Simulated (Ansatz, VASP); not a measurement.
One calculation of KF, two programs

File INCAR:

```
ALGO = Normal ; EDIFF = 1E-8
ENCUT = 520 ; GGA = PE
ISIF = 2 ; ISMEAR = -1
LASPH = True ; LCHARG = False
LEFG = True ; LREAL = False
LWAVE = False ; NBANDS = 15
NELM = 80 ; PREC = Accurate
SIGMA = 0.03
```

File KPOINTS:

```
k-points
0
Gamma
  8 8 8
```

The input POSCAR:

```
KF
1.0
    0.0000000000      2.6193877275      2.6193877275
    2.6193877275      0.0000000000      2.6193877275
    2.6193877275      2.6193877275      0.0000000000
K F
1 1
Direct
    0.0000000000      0.0000000000      0.0000000000
    0.5000000000      0.5000000000      0.5000000000
```

Input for Ansatz:

```yaml
crystal:
  lattice:
    - [0.0, 2.6193877275, 2.6193877275]
    - [2.6193877275, 0.0, 2.6193877275]
    - [2.6193877275, 2.6193877275, 0.0]
  atoms:
    - { symbol: K, position: [0.0, 0.0, 0.0] }
    - { symbol: F, position: [0.5, 0.5, 0.5] }
kpoints:
  mp_grid: { grid: [8, 8, 8] }
scf:
  occupations: { method: fermi_dirac, width: 0.03 }
hamiltonian:
  xc: pbe
  pseudopotentials: { kind: paw }
output:
  forces: true
  stress: true
  eigenvalues: true
  efg: { contact_densities: true }
```

Change from the starting cell: volume scaled by 0.9405, PAW files.

Alike in both runs: task electric field gradients; functional PBE; k mesh 8 × 8 × 8; occupations fermi-dirac, width 0.03 eV; no spin polarisation.

|  | VASP | Ansatz |
| --- | --- | --- |
| version | VASP 6.6.1 | Ansatz 0.2.0 |
| potentials or method | VASP PAW PBE potentials, release 64 (K_sv, F) | PAW with Ansatz's default frozen-core files, scalar-relativistic |
| plane-wave cutoff (eV) | 520 | 420 |
| valence electrons in the cell | 16 | 16 |

|  | VASP | Ansatz | Ansatz less VASP |
| --- | --- | --- | --- |
| gap on the k mesh at the Fermi level (eV) | 6.49 | 6.51 | +0.018 |
| pressure (GPa) | 3.9 | 3.8 | -0.10 |
| Vzz of the field gradient on the site that differs most (V/Å²) | 0.0 | 0.0 | -0.01 |

The functional is the same, so the differences come from potentials, cutoffs and numerics.

A k mesh can miss the band edges.
